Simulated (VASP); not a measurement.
# Sb (P6_3/mmc) in VASP: a series of runs, part 2 of 2

VASP 6.6.1.

## 4. Electric field gradients, PBE

Input file INCAR:

```
PREC = Accurate ; ENCUT = 520
EDIFF = 1E-8 ; ISMEAR = 0
SIGMA = 0.02 ; LREAL = F
LASPH = T ; NELM = 100
ALGO = Fast ; ISIF = 2
LWAVE = F ; LCHARG = F
GGA = PE ; LEFG = T
```

Input file KPOINTS:

```
regular mesh
0
Gamma
  9 9 5
```

Input file POSCAR:

```
Sb
1.0
    3.3545324186      0.0000000000      0.0000000000
   -1.6772662093      2.9051102923      0.0000000000
    0.0000000000      0.0000000000      5.4701606500
Sb
2
Direct
    0.6666666667      0.3333333333      0.7500000000
    0.3333333333      0.6666666667      0.2500000000
```

Potentials or basis: VASP PAW PBE potentials, release 64 (Sb).

Launch:

```bash
cat potpaw_PBE.64/Sb/POTCAR > POTCAR
mpirun -np 1 vasp_std > vasp.out
```

OUTCAR:

```text
PREC = Accurate
   ENCUT = 520
   EDIFF = 1E-8
   ISMEAR = 0
   LREAL = F
   LASPH = T
   NELM = 100
   ISIF = 2
   GGA = PE

 ion  position               nearest neighbor table
   1  0.667  0.333  0.750-   2 3.35   2 3.35   2 3.35   2 3.35   2 3.35   2 3.35
   2  0.333  0.667  0.250-   1 3.35   1 3.35   1 3.35   1 3.35   1 3.35   1 3.35

  LATTYP: Found a hexagonal cell.
 ALAT       =     3.3545324186
 C/A-ratio  =     1.6306775334

  Lattice vectors:

 A1 = (   3.3545324186,   0.0000000000,   0.0000000000)
 A2 = (  -1.6772662093,   2.9051102923,   0.0000000000)
 A3 = (   0.0000000000,   0.0000000000,   5.4701606500)

Analysis of symmetry for initial positions (statically):
=====================================================================
 Subroutine PRICEL returns:
 Original cell was already a primitive cell.

 Routine SETGRP: Setting up the symmetry group for a
 hexagonal supercell.

 Subroutine GETGRP returns: Found 24 space group operations
 (whereof 12 operations were pure point group operations)
 out of a pool of 24 trial point group operations.

The static configuration has the point symmetry D_3d.
 The point group associated with its full space group is D_6h.

Analysis of symmetry for dynamics (positions and initial velocities):
=====================================================================
 Subroutine PRICEL returns:
 Original cell was already a primitive cell.

 Routine SETGRP: Setting up the symmetry group for a
 hexagonal supercell.

 Subroutine GETGRP returns: Found 24 space group operations
 (whereof 12 operations were pure point group operations)
 out of a pool of 24 trial point group operations.

The dynamic configuration has the point symmetry D_3d.
 The point group associated with its full space group is D_6h.

 Subroutine INISYM returns: Found 24 space group operations
 (whereof 12 operations are pure point group operations),
 and found     1 'primitive' translations

----------------------------------------------------------------------------------------

                                     Primitive cell

  volume of cell :      53.3083

  direct lattice vectors                    reciprocal lattice vectors
     3.354532419  0.000000000  0.000000000     0.298104139  0.172110505  0.000000000
    -1.677266209  2.905110292  0.000000000     0.000000000  0.344221010  0.000000000
     0.000000000  0.000000000  5.470160650     0.000000000  0.000000000  0.182809987

  length of vectors
     3.354532419  3.354532419  5.470160650     0.344221010  0.344221010  0.182809987

  position of ions in fractional coordinates (direct lattice)
     0.666666667  0.333333333  0.750000000
     0.333333333  0.666666667  0.250000000

  ion indices of the primitive-cell ions
   primitive index   ion index
                 1           1
                 2           2

----------------------------------------------------------------------------------------
[... 79 lines left out ...]
   TEBEG  =    0.0;   TEEND  =   0.0 temperature during run
   PSTRESS=    0.0 pullay stress
   NELECT =      10.0000    total number of electrons
   NUPDOWN=      -1.0000    fix difference up-down
   EMIN   =  10.00;   EMAX   =-10.00  energy-range for DOS
   EFERMI =   0.00;   METHOD = LEGACY
   ISMEAR =     0;   SIGMA  =   0.02  broadening in eV -4-tet -1-fermi 0-gaus
   EFERMI_NEDOS =   21; number of points for ismear=-14 and -15
   IALGO  =     68    algorithm
   IMIX   =      4    mixing-type and parameters
     AMIX     =   0.40;   BMIX     =  1.00
     AMIX_MAG =   1.60;   BMIX_MAG =  1.00
  volume/ion in A,a.u.               =      26.65       179.87
  Fermi-wavevector in a.u.,A,eV,Ry     =   0.937152  1.770960 11.949364  0.878253
  Thomas-Fermi vector in A             =   2.064234
   LORBIT       =      0    0 simple, 1 ext, 2 COOP (PROOUT), +10 PAW based schemes
   GGA     = PE    functional components
   LHFCALC =     F    Hartree Fock is set to
   AEXX    =    0.0000 exact exchange contribution
   IVDW    =     0    specifies the selected vdW correction
   LEPSILON=     F    determine dielectric tensor
   LRPA    =     F    only Hartree local field effects (RPA)
 non-spin polarized calculation
 RMM-DIIS sequential band-by-band and
 Gauss-broadening in eV      SIGMA  =   0.02
  energy-cutoff  :      520.00
  volume of cell :       53.31
 maximum number of plane-waves:      1448
 NGX is ok and might be reduce to    28

 number of electron      10.0000000 magnetization

 Free energy of the ion-electron system (eV)
  ---------------------------------------------------
  ext. energy  EPLUGINS =         0.00000000
  ---------------------------------------------------
  free energy    TOTEN  =        -7.72001884 eV

  energy without entropy =       -7.71930641  energy(sigma->0) =       -7.71966263

 E-fermi :   8.5328     XC(G=0): -10.2771

 val. band max:        8.5262254187   @ k =   0.2222   0.0000   0.4000
 cond. band min:       8.5388056409   @ k =   0.4444   0.1111   0.0000
 fundamental gap:      0.0125802222
 Fermi energy:         8.5328469713

 k-point     1 :       0.0000    0.0000    0.0000
  band No.  band energies     occupation
      1      -4.3484      2.00000
      2      -0.5202      2.00000
      3       2.7744      2.00000
      4      12.2630      0.00000
      5      12.2630      0.00000
      6      13.9102      0.00000
      7      13.9102      0.00000
      8      14.1549      0.00000
      9      16.3787      0.00000
[... 265 lines left out ...]
 k-point    24 :       0.3333    0.3333    0.2000
  band No.  band energies     occupation
      1       0.5858      2.00000
      2       0.5858      2.00000
      3       4.3620      2.00000
      4       5.3969      2.00000
      5       5.3969      2.00000
      6       6.9846      2.00000
      7       9.3509      0.00000
      8       9.3509      0.00000
      9      13.1693      0.00000

 [... further k-points ...]
[... 5 lines left out ...]
  --------------------------------------------------------------------------------------
  -------------------------------------------------------------------------------------
  Total        0.3765171      0.3765171      0.5892310      0.0000000      0.0000000      0.0000000
  in kB       11.3161986     11.3161986     17.7093038      0.0000000      0.0000000      0.0000000
  external PRESSURE =      13.4472337 kB  Pullay stress =       0.0000000 kB

 VOLUME and BASIS-vectors are now :
 -----------------------------------------------------------------------------
  energy-cutoff  :      520.00
  volume of cell :       53.31
      direct lattice vectors                 reciprocal lattice vectors
     3.354532419  0.000000000  0.000000000     0.298104139  0.172110505  0.000000000
    -1.677266209  2.905110292  0.000000000     0.000000000  0.344221010  0.000000000
     0.000000000  0.000000000  5.470160650     0.000000000  0.000000000  0.182809987

 POSITION                                       TOTAL-FORCE (eV/Angst)
 -----------------------------------------------------------------------------------
      1.67727      0.96837      4.10262         0.000000     -0.000000      0.000000
     -0.00000      1.93674      1.36754        -0.000000      0.000000      0.000000
 -----------------------------------------------------------------------------------
    total drift:                                0.000000     -0.000000      0.000000

  FREE ENERGIE OF THE ION-ELECTRON SYSTEM (eV)
  ---------------------------------------------------
  free  energy   TOTEN  =        -7.7200188445 eV

  energy  without entropy=       -7.7193064064  energy(sigma->0) =       -7.71966263

 Electric field gradients (V/A^2)
---------------------------------------------------------------------
 ion       V_xx      V_yy      V_zz      V_xy      V_xz      V_yz
---------------------------------------------------------------------
   1      -7.656    -7.656    15.312    -0.000    -0.000     0.000
   2      -7.656    -7.656    15.312    -0.000     0.000    -0.000
---------------------------------------------------------------------

 Electric field gradients after diagonalization (V/A^2)
 (convention: |V_zz| > |V_xx| > |V_yy|)
----------------------------------------------------------------------
 ion       V_xx      V_yy      V_zz     asymmetry (V_yy - V_xx)/ V_zz
----------------------------------------------------------------------
   1      -7.656    -7.656    15.312       0.000
   2      -7.656    -7.656    15.312       0.000
----------------------------------------------------------------------

           NMR quadrupolar parameters

 Cq : quadrupolar parameter    Cq=e*Q*V_zz/h
 eta: asymmetry parameters     (V_yy - V_xx)/ V_zz
 Q  : nuclear electric quadrupole moment in mb (millibarn)
----------------------------------------------------------------------
 ion       Cq(MHz)       eta       Q (mb)
----------------------------------------------------------------------
   1       0.037       0.000       1.000
   2       0.037       0.000       1.000
----------------------------------------------------------------------
```

stdout:

```text
POSCAR found type information on POSCAR Sb
 POSCAR found :  1 types and       2 ions
 scaLAPACK will be used
 LDA part: xc-table for (Slater+PW92), standard interpolation
 POSCAR, INCAR and KPOINTS ok, starting setup
 FFT: planning ... GRIDC
 FFT: planning ... GRID_SOFT
 FFT: planning ... GRID
 WAVECAR not read
 entering main loop
ion   1

ion   2
```

It took 18 s on 1 thread of Intel Xeon Platinum 8375C at 2.90GHz (Ice Lake), shared host; peak memory 0.17 GiB.

What came out:

| Quantity | Value |
| --- | --- |
| Free energy | -7.7200 eV |
| Pressure | 1.3 GPa |
| Band gap on the k mesh | none (metal or under the smearing width) |

Electric field gradients, principal values (V/Å²):
```tsv
atom	Vxx	Vyy	Vzz
1 Sb	-7.656	-7.656	15.312
2 Sb	-7.656	-7.656	15.312
```

## 5. Core levels, PBE

Input file INCAR:

```
SYSTEM = Sb
PREC     = Accurate       ! precision mode
ENCUT    = 520            ! plane-wave cutoff, eV
EDIFF    = 1E-6           ! SCF threshold, eV
ISMEAR   = 0              ! smearing method
SIGMA    = 0.02           ! smearing width, eV
LREAL    = .False.        ! projectors in reciprocal space
LASPH    = .True.         ! aspherical terms in the spheres
NELM     = 80             ! most SCF steps
ALGO     = Fast           ! electronic algorithm
ISIF     = 2              ! what is computed and relaxed
LWAVE    = .False.        ! write WAVECAR
LCHARG   = .False.        ! write CHGCAR
GGA      = PE             ! functional
ICORELEVEL= 1
```

Input file KPOINTS:

```
Automatic mesh
0
Gamma
  9 9 5
  0 0 0
```

POSCAR is that of step 4.

Potentials or basis: VASP PAW PBE potentials, release 64 (Sb).

Launch:

```bash
cat potpaw_PBE.64/Sb/POTCAR > POTCAR
mpirun -np 1 vasp_std > vasp.out
```

OUTCAR:

```text
SYSTEM = Sb
   PREC = Accurate
   ENCUT = 520
   EDIFF = 1E-6
   ISMEAR = 0
   LREAL = .False.
   LASPH = .True.
   NELM = 80
   ISIF = 2
   GGA = PE

 ion  position               nearest neighbor table
   1  0.667  0.333  0.750-   2 3.35   2 3.35   2 3.35   2 3.35   2 3.35   2 3.35
   2  0.333  0.667  0.250-   1 3.35   1 3.35   1 3.35   1 3.35   1 3.35   1 3.35

  LATTYP: Found a hexagonal cell.
 ALAT       =     3.3545324186
 C/A-ratio  =     1.6306775334

  Lattice vectors:

[... 485 lines left out ...]

  FORCE on cell =-STRESS in cart. coord.  units (eV):
  Direction    XX          YY          ZZ          XY          YZ          ZX
  --------------------------------------------------------------------------------------
  -------------------------------------------------------------------------------------
  Total        0.3725117      0.3725117      0.5865024      0.0000000     -0.0000000      0.0000000
  in kB       11.1958180     11.1958180     17.6272964      0.0000000     -0.0000000      0.0000000
  external PRESSURE =      13.3396441 kB  Pullay stress =       0.0000000 kB

 VOLUME and BASIS-vectors are now :
 -----------------------------------------------------------------------------
  energy-cutoff  :      520.00
  volume of cell :       53.31
      direct lattice vectors                 reciprocal lattice vectors
     3.354532419  0.000000000  0.000000000     0.298104139  0.172110505  0.000000000
    -1.677266209  2.905110292  0.000000000     0.000000000  0.344221010  0.000000000
     0.000000000  0.000000000  5.470160650     0.000000000  0.000000000  0.182809987

 POSITION                                       TOTAL-FORCE (eV/Angst)
 -----------------------------------------------------------------------------------
      1.67727      0.96837      4.10262        -0.000000      0.000000      0.000000
     -0.00000      1.93674      1.36754         0.000000      0.000000      0.000000
 -----------------------------------------------------------------------------------
    total drift:                                0.000000     -0.000000      0.000000

  FREE ENERGIE OF THE ION-ELECTRON SYSTEM (eV)
  ---------------------------------------------------
  free  energy   TOTEN  =        -7.7200192653 eV

  energy  without entropy=       -7.7193065199  energy(sigma->0) =       -7.71966289
```

OSZICAR:

```text
N       E                     dE             d eps       ncg     rms          rms(c)
DAV:   1     0.382653892860E+02    0.38265E+02   -0.36943E+03   648   0.881E+02
DAV:   2    -0.615776726675E+01   -0.44423E+02   -0.42912E+02   942   0.126E+02
DAV:   3    -0.771552382594E+01   -0.15578E+01   -0.15507E+01   822   0.299E+01
DAV:   4    -0.772933158261E+01   -0.13808E-01   -0.13726E-01   703   0.307E+00
DAV:   5    -0.772945095107E+01   -0.11937E-03   -0.11936E-03   772   0.322E-01    0.246E+00
RMM:   6    -0.772315255140E+01    0.62984E-02   -0.35694E-03   663   0.416E-01    0.143E+00
RMM:   7    -0.771994848012E+01    0.32041E-02   -0.85414E-03   683   0.656E-01    0.546E-02
RMM:   8    -0.772001097337E+01   -0.62493E-04   -0.43057E-04   714   0.189E-01    0.179E-02
RMM:   9    -0.772001935587E+01   -0.83825E-05   -0.60960E-05   727   0.693E-02    0.686E-03
RMM:  10    -0.772001926533E+01    0.90534E-07   -0.93381E-06   744   0.278E-02
   1 F= -.77200193E+01 E0= -.77196629E+01  d E =-.712745E-03
```

Wall time 12 s (1 thread of Intel Xeon Platinum 8375C at 2.90GHz (Ice Lake), shared host); peak memory 0.17 GiB.

What came out:

* Free energy: -7.7200 eV
* Pressure: 1.3 GPa
* Band gap on the k mesh: none (metal or under the smearing width)

Core levels (eV, on the scale of the bands):
| atom | levels |
| --- | --- |
| 1 Sb | 1s -30285.3, 2s -4597.2, 2p -4125.3, 3s -890.9, 3p -737.1, 3d -502.7, 4s -135.9, 4p -88.8, 4d -20.6 |
| 2 Sb | 1s -30285.3, 2s -4597.2, 2p -4125.3, 3s -890.9, 3p -737.1, 3d -502.7, 4s -135.9, 4p -88.8, 4d -20.6 |

## 6. The reference run

An earlier run on the cell as given: functional PBE; potentials or basis VASP PAW PBE potentials, release 64 (Sb); cutoff 520 eV; k mesh 9 × 9 × 5; occupations fermi-dirac, width 0.05 eV; no spin polarisation.

- Pressure: 1.3 GPa
- Band gap on the k mesh: none (metal or under the smearing width)

## 7. Overview

| task | smearing | k mesh for the DOS | occupations for the DOS | gap on the mesh (eV) | pressure (GPa) |
| --- | --- | --- | --- | --- | --- |
| optical spectrum | gaussian 0.02 eV | - | - | none | 1.3 |
| density of states | gaussian 0.02 eV | 14 × 14 × 8 | tetrahedron | - | - |
| electric field gradients | gaussian 0.02 eV | - | - | none | 1.3 |
| core levels | gaussian 0.02 eV | - | - | none | 1.3 |
| single point | fermi-dirac 0.05 eV | - | - | none | 1.3 |

Alike in all rows: level PBE; potentials or basis VASP PAW PBE potentials, release 64 (Sb); no spin polarisation; cell as given; k mesh 9 × 9 × 5; cutoff (eV) 520.

Every run on the cell as given and a fine mesh finds a metal.

Caveats: spectra need much finer meshes, so this one isn't converged (some runs); independent-particle spectra lack excitons (some runs); the intraband (Drude) part of a metal's response may be missing (some runs).

Total energies depend on the potentials used, so only differences within one code and one set of settings carry meaning.
